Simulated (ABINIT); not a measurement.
Crystal: GaAs.

```
CELL_PARAMETERS angstrom
0.00000 2.82685 2.82685
2.82685 0.00000 2.82685
2.82685 2.82685 0.00000
ATOMIC_POSITIONS crystal
As 0.75000 0.75000 0.75000
Ga 0.00000 0.00000 0.00000
```

Base run:

| Property | Result |
| --- | --- |
| Program | ABINIT 10.8.3 (patched build) |
| Functional | WC |
| Potentials or basis | JTH PAW PBE v2.0 |
| Cutoff | 544 eV |
| k mesh | 8 × 8 × 8 |
| Occupations | fermi-dirac, width 0.05 eV |
| Spin | no spin polarisation |

Its results: band gap on the k mesh 0.39 eV, direct; pressure 0.3 GPa.

The run is repeated on the same cell with these changes: functional from WC to PW91. What comes out?

Band gap on the k mesh 0.45 eV, direct; pressure 3.1 GPa.

PW91 binds less tightly than WC, so the same cell stands under more pressure.

Caveats: the PAW data sets were made with another functional, which shifts forces and pressure a little.
